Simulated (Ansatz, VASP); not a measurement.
# One calculation of KCl, two programs

```
K Cl
1.0
     3.63400    0.00000    0.00000
     0.00000    3.63400    0.00000
     0.00000    0.00000    3.63400
K Cl
1 1
Direct
  0.00000 0.00000 0.00000
  0.50000 0.50000 0.50000
```

Alike in both runs: task single point; functional PBE; k mesh 7 × 7 × 7; occupations fermi-dirac, width 0.01 eV; no spin polarisation.

|  | VASP | Ansatz |
| --- | --- | --- |
| version | VASP 6.6.1 | Ansatz 0.2.0 |
| potentials or method | VASP PAW PBE potentials, release 64 (K_sv, Cl), cutoff 520 eV | all-electron LAPW, scalar-relativistic |

|  | VASP | Ansatz | Ansatz less VASP |
| --- | --- | --- | --- |
| gap on the k mesh at the Fermi level (eV) | 5.61 | 5.61 | +0.002 |
| pressure (GPa) | 4.5 | 4.5 | -0.04 |

Ansatz ran all-electron here, so the differences hold the error of VASP's frozen core and of both bases.

Caveats: an odd mesh through Γ misses points on the zone boundary, where band edges often lie. As with any semilocal functional, this PBE gap is likely too small.
